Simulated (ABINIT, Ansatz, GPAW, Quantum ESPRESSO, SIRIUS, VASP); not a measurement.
## One calculation of TiTe2, 7 ways

```xyz
3
Lattice="3.7770 0.0000 0.0000 -1.8885 3.2710 0.0000 0.0000 0.0000 6.4980" Properties=species:S:1:pos:R:3 pbc="T T T"
Te    0.0000    2.1807    4.7903
Te    1.8885    1.0903    1.7077
Ti    0.0000    0.0000    0.0000
```

Alike in all runs: task single point; functional PBE; k mesh 8 × 8 × 4; occupations fermi-dirac, width 0.05 eV; no spin polarisation; no spin-orbit coupling. Pressure is positive in compression and, in plane waves, holds the error of the finite cutoff, which Ansatz's Pulay term estimates and takes out.

| program and potentials | plane-wave cutoff (eV) | notes | pressure (GPa) |
| --- | --- | --- | --- |
| GPAW, GPAW PAW data sets (gpaw-data 1.2.1) | 600 | 8 valence electrons an atom on average | 0.56 |
| VASP, PBE PAW files Te, Ti_sv, 520 eV | 520 | 8 valence electrons an atom on average | 0.89 |
| SIRIUS, PseudoDojo 0.4.1 PBE standard (scalar relativistic) | 1152 | 14.67 valence electrons an atom on average | 1.00 |
| ABINIT, JTH PAW PBE v2.0 | 408 | 8 valence electrons an atom on average | 1.08 |
| Ansatz, Ansatz PAW (earlier soft set) | 420 | 14.67 valence electrons an atom on average; Pulay term of +0.03 GPa included | 0.92 |
| Ansatz, all-electron LAPW, scalar-relativistic | - | - | 0.91 |
| Quantum ESPRESSO, SSSP 1.3 efficiency PBE | 748 | 8 valence electrons an atom on average | 0.97 |

Force on atom 1 (Te), eV/Å:

| program and potentials | x | y | z |
| --- | --- | --- | --- |
| VASP, PBE PAW files Te, Ti_sv, 520 eV | 0.000 | 0.000 | -0.022 |
| SIRIUS, PseudoDojo 0.4.1 PBE standard (scalar relativistic) | 0.000 | 0.000 | -0.021 |
| ABINIT, JTH PAW PBE v2.0 | 0.000 | 0.000 | -0.032 |
| Quantum ESPRESSO, SSSP 1.3 efficiency PBE | 0.000 | 0.000 | -0.030 |

The pressure spans 0.56 (GPAW, GPAW PAW data sets (gpaw-data 1.2.1)) to 1.08 GPa (ABINIT, JTH PAW PBE v2.0), with all-electron results at 0.91.

Differences between rows come from potentials, basis sets and numerical settings, since the functional is the same but for its coding. Runs on potential files found faulty are left out.

Every run gives a positive pressure, so PBE favours a somewhat larger volume than this cell provides. A likely contribution is the weak attraction between the facing Te layers, which PBE describes poorly because it lacks long-range dispersion. Its tendency to lengthen the covalent Ti–Te bonds may also contribute, and a scalar pressure cannot separate the two.

The small force on Te points away from its nearest Ti plane and into the gap between layers, so at fixed cell the TiTe2 sandwich would thicken slightly. The vanishing in-plane components follow from the threefold symmetry.

Treating the Te semicore d shell as valence does not explain the spread in pressure: the runs with 8 valence electrons an atom include both extremes, while VASP, at 0.89 GPa, lies close to the all-electron 0.91 GPa. GPAW's lower value probably reflects its data sets or residual basis error rather than different bonding. Whether the cell would expand mainly along the layer normal or within the layers would require the separate stress components.
